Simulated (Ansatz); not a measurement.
The system is MoS2.

```
Mo S
1.0
     1.58550    0.91539    6.11500
    -1.58550    0.91539    6.11500
     0.00000   -1.83078    6.11500
Mo S
1 2
Direct
  0.00000 0.00000 0.00000
  0.25000 0.25000 0.25000
  0.75000 0.75000 0.75000
```

Measurements of this composition are mostly on another form, of space group No. 194.

```yaml
Program: Ansatz 0.2.0
Task: relaxation of cell and atoms
Functional: PBEsol
Potentials_or_basis: Ansatz PAW
Cutoff: "420 eV (not typed: the program's choice for these potentials)"
k_mesh: 10 × 10 × 10
Occupations: fermi-dirac, width 0.05 eV
Spin: no spin polarisation
Hubbard_terms: Mo d U = 1 eV
```

At the start: volume 17.75 Å³/atom.

Question: How do energy, volume and symmetry change on relaxing?

Answer: It ends after 5 steps and the volume is 17.18 Å³/atom (-3.2 %); space group R-3m (No. 166, to 0.05 Å).

Step by step:
```
step  energy change (eV)  largest force (eV/Å)  volume (Å³)
   1              0.0000                0.7503        53.25
   2             -0.0363                0.2262        50.08
   3             -0.0456                0.0025        51.57
   4             -0.0457                0.0015        51.53
   5             -0.0456                0.0016        51.53
```

Final structure:
```xyz
3
Lattice="1.5625 0.9021 6.0930 -1.5625 0.9021 6.0930 0.0000 -1.8043 6.0930" Properties=species:S:1:pos:R:3 pbc="T T T"
Mo    0.0000    0.0000    0.0000
S     0.0000    0.0000    4.4962
S     0.0000    0.0000   13.7828
```

Caveat: the plane-wave basis is chosen anew once the cell has moved, so the energies of steps on either side of that aren't comparable; U without spin polarisation on a metal has little footing; the PAW data sets come from PBE, with cores solved anew for the run's functional, which leaves a small shift of forces and pressure.
